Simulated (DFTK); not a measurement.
Au:

```
Au
1.0
     2.74841    0.00000    0.00000
     0.00000    2.74841    0.00000
     0.00000    0.00000    2.74841
Au
1
Direct
  0.50000 0.50000 0.50000
```

The cell was built by a generator and needn't be a form met in nature.

Base run:

| Item | Value |
| --- | --- |
| Program | DFTK 0.8.2 |
| Functional | SCAN |
| Potentials or basis | SG15 1.2 (PBE) |
| Cutoff | 1225 eV |
| k mesh | 10 × 10 × 10 |
| Occupations | fermi-dirac, width 0.05 eV |
| Spin | no spin polarisation |

Its results: band gap on the k mesh none (metal or under the smearing width); pressure -5.3 GPa.

Task: The run is repeated on the same cell with these changes: functional from SCAN to PBEsol. What comes out?

Result: Band gap on the k mesh none (metal or under the smearing width); pressure -6.4 GPa.

Caveats: the potentials were made for another functional, which shifts forces and pressure.

Not every run made on this cell is shown here.
